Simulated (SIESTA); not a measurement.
Crystal: AlN.

```
Al N
1.0
     0.00000    2.18399    2.18399
     2.18399    0.00000    2.18399
     2.18399    2.18399    0.00000
Al N
1 1
Direct
  0.00000 0.00000 0.00000
  0.25000 0.25000 0.25000
```

Measurements of this composition are mostly on another form, of space group No. 186.

Base run:

| Property | Result |
| --- | --- |
| Program | SIESTA 5.4.2 |
| Functional | PBEsol |
| Potentials or basis | PseudoDojo 0.4 standard (PBEsol files) |
| Basis | DZP (energy shift 0.002 Ry; radii capped at 9.5 bohr) |
| Grid cutoff | 800 Ry |
| Energy shift | 0.002 Ry |
| k mesh | 10 × 10 × 10 |
| Occupations | fermi-dirac, width 0.05 eV |
| Spin | no spin polarisation |

Its results: band gap on the k mesh 3.13 eV, indirect (least direct gap 4.32 eV); pressure 3.2 GPa.

Q: The run is repeated on the same cell with these changes: functional from PBEsol to RPBE; potentials or basis from PseudoDojo 0.4 standard (PBEsol files) to PseudoDojo 0.4 standard (PBE files). What comes out?

A: Band gap on the k mesh 3.30 eV, indirect (least direct gap 4.42 eV); pressure 7.1 GPa.

Caveats: the basis of atomic orbitals isn't converged, which shifts pressures, moduli and gaps; the potentials were made for another functional, which shifts forces and pressure (some runs).
